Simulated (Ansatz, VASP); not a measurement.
## One calculation of InPd, two programs

File INCAR:

```
ALGO     = Normal         # electronic algorithm
EDIFF    = 1E-6           # SCF threshold, eV
ENCUT    = 520            # plane-wave cutoff, eV
GGA      = PE             # functional
ISIF     = 2              # what is computed and relaxed
ISMEAR   = 0              # smearing method
LASPH    = T              # aspherical terms in the spheres
LCHARG   = F              # write CHGCAR
LREAL    = F              # projectors in reciprocal space
LWAVE    = F              # write WAVECAR
NBANDS   = 18             # bands
NELM     = 60             # most SCF steps
PREC     = Accurate       # precision mode
SIGMA    = 0.15           # smearing width, eV
```

Contents of KPOINTS:

```
k-points
0
Gamma
  14 14 14
```

File POSCAR:

```
InPd
1.0
    3.3052635960      0.0000000000      0.0000000000
    0.0000000000      3.3052635960      0.0000000000
    0.0000000000      0.0000000000      3.3052635960
In Pd
1 1
Direct
    0.0000000000      0.0000000000      0.0000000000
    0.5000000000      0.5000000000      0.5000000000
```

Input for Ansatz:

```yaml
crystal:
  lattice:
    - [3.305263596, 0.0, 0.0]
    - [0.0, 3.305263596, 0.0]
    - [0.0, 0.0, 3.305263596]
  atoms:
    - { symbol: In, position: [0.0, 0.0, 0.0] }
    - { symbol: Pd, position: [0.5, 0.5, 0.5] }
basis:
  ecutwfc: 420
kpoints:
  mp_grid: { grid: [14, 14, 14] }
hamiltonian:
  xc: pbe
scf:
  occupations: { method: gaussian, width: 0.15 }
output:
  forces: true
  stress: true
  eigenvalues: true
```

The cell comes from a database or a generator and needn't be the stable form of this composition.

Alike in both runs: task single point; functional PBE; k mesh 14 × 14 × 14; occupations gaussian, width 0.15 eV; no spin polarisation.

|  | VASP | Ansatz |
| --- | --- | --- |
| version | VASP 6.6.1 | Ansatz 0.2.0 |
| potentials or method | VASP PAW PBE potentials, release 64 (In_d, Pd) | scalar-relativistic, plane waves, PAW |
| plane-wave cutoff (eV) | 520 | 420 |
| valence electrons in the cell | 23 | 31 |

```csv
,VASP,Ansatz,Ansatz less VASP
gap on the k mesh at the Fermi level (eV),none,none,-
pressure (GPa),0.0,0.0,-0.01
```

A gap of «none» marks a metal or a gap that the smearing closes. With one functional, cell and mesh, what is left measures potentials, basis and numerics. The two sets of potentials don't hold the same shells in valence.
